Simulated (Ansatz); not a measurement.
Input of an Ansatz 0.2.0 run:

input.yaml

```yaml
crystal:
  lattice:
    - [-1.6069, 1.6069, 3.91495]
    - [1.6069, -1.6069, 3.91495]
    - [1.6069, 1.6069, -3.91495]
  atoms:
    - { symbol: W, position: [0.0, 0.0, 0.0] }
    - { symbol: Si, position: [0.6653, 0.6653, 0.0] }
    - { symbol: Si, position: [0.3347, 0.3347, 0.0] }
hamiltonian:
  xc: pbe
  pseudopotentials: { kind: paw }
  hubbard: { sites: [{ species: W, l: d, u_eff: 1.0 }] }
kpoints:
  mp_grid: { grid: [12, 12, 12] }
  band_path:
    path:
      - [[0.0, 0.0, 0.0], [0.0, 0.0, 0.5], [-0.084235521, 0.084235521, 0.5], [-0.2921177605, 0.2921177605, 0.2921177605], [0.0, 0.0, 0.0], [0.5, 0.5, -0.5], [0.2921177605, 0.7078822395, -0.2921177605], [0.0, 0.5, 0.0], [0.25, 0.25, 0.25], [0.5, 0.5, -0.084235521], [0.5, 0.5, -0.5]]
      - [[0.0, 0.0, 0.5], [0.25, 0.25, 0.25]]
    npoints: 14
scf:
  occupations: { method: fermi_dirac, width: 0.05 }
  n_extra_bands: 7
output:
  forces: true
  stress: true
  eigenvalues: true
  fatbands: false
```

Potentials or basis: Ansatz PAW.

The run is started by

```bash
$ ansatz run input.yaml --threads 2 --pin off --max-ram 5632MiB --backend cpu --events-out ev --progress --plain --runs-dir out
```

Problem. Predict the pressure.

Solution. 3.1 GPa.

Problem. Predict the largest force.

Solution. 0.028 eV/Å.

Problem. What does it give for the band gap on the k mesh?

Solution. None (metal or under the smearing width).

Levels at the corners of the path, in eV from the Fermi level:
```csv
point,band 7,band 8,band 9,band 10,band 11,band 12,band 13,band 14,band 15,band 16
Γ,-3.72,-3.24,-2.88,-2.88,0.57,2.76,2.94,3.09,3.09,4.67
X,-5.99,-5.48,-5.00,-3.30,-1.74,2.81,3.07,3.17,3.88,4.34
Y,-5.88,-5.11,-4.09,-3.16,-2.30,1.97,2.22,3.07,5.14,5.37
S,-7.74,-3.01,-2.73,-2.50,-0.38,1.83,2.57,3.54,4.41,4.49
Γ,-3.72,-3.24,-2.88,-2.88,0.57,2.76,2.94,3.09,3.09,4.67
Z,-3.77,-2.54,-0.83,-0.83,-0.56,-0.56,0.75,4.52,4.90,6.17
S1,-7.74,-3.01,-2.73,-2.50,-0.38,1.83,2.57,3.54,4.41,4.49
N,-5.73,-4.84,-2.83,-2.75,-0.50,2.78,2.80,3.95,4.43,5.11
P,-6.59,-6.59,-3.02,-2.44,-2.44,0.11,3.07,3.67,4.09,4.09
Y1,-5.88,-5.11,-4.09,-3.16,-2.30,1.97,2.22,3.07,5.14,5.37
Z,-3.77,-2.54,-0.83,-0.83,-0.56,-0.56,0.75,4.52,4.90,6.17
X,-5.99,-5.48,-5.00,-3.30,-1.74,2.81,3.07,3.17,3.88,4.34
P,-6.59,-6.59,-3.02,-2.44,-2.44,0.11,3.07,3.67,4.09,4.09
```

Caveat: spin-orbit coupling is left out, which moves the levels of the heavy elements; U without spin polarisation on a metal has little footing; the U is typed as a test and isn't derived for this compound.
